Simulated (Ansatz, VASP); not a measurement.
Two plane-wave programs on Al2O3

```
Al O
1.0
     2.37936    1.37372    4.46154
    -2.37936    1.37372    4.46154
     0.00000   -2.74745    4.46154
Al O
4 6
Direct
  0.85115 0.85115 0.85115
  0.35115 0.35115 0.35115
  0.14885 0.14885 0.14885
  0.64885 0.64885 0.64885
  0.44311 0.05689 0.75000
  0.05689 0.75000 0.44311
  0.55689 0.94311 0.25000
  0.25000 0.55689 0.94311
  0.94311 0.25000 0.55689
  0.75000 0.44311 0.05689
```

Change from the starting cell: uniaxial_z strain +3.0%.

Alike in both runs: task single point; functional PBE; k mesh 6 × 6 × 6; occupations fermi-dirac, width 0.02 eV; no spin polarisation.

|  | VASP | Ansatz |
| --- | --- | --- |
| version | VASP 6.6.1 | Ansatz 0.2.0 |
| potentials or method | VASP PAW PBE potentials, release 64 (Al, O) | plane waves, PAW |
| plane-wave cutoff (eV) | 520 | 420 |
| valence electrons in the cell | 48 | 48 |

|  | VASP | Ansatz | Ansatz less VASP |
| --- | --- | --- | --- |
| gap on the k mesh at the Fermi level (eV) | 5.82 | 5.83 | +0.003 |
| pressure (GPa) | 0.4 | 0.6 | +0.16 |
| largest component of the traceless stress (GPa) | 7.44 | 7.41 | -0.035 |
| rms of the force components (eV/Å) | 0.011 | 0.011 | -0.0001 |

Atom by atom the forces differ by 0.001 eV/Å (rms over components). With one functional, cell and mesh, what is left measures potentials, basis and numerics.
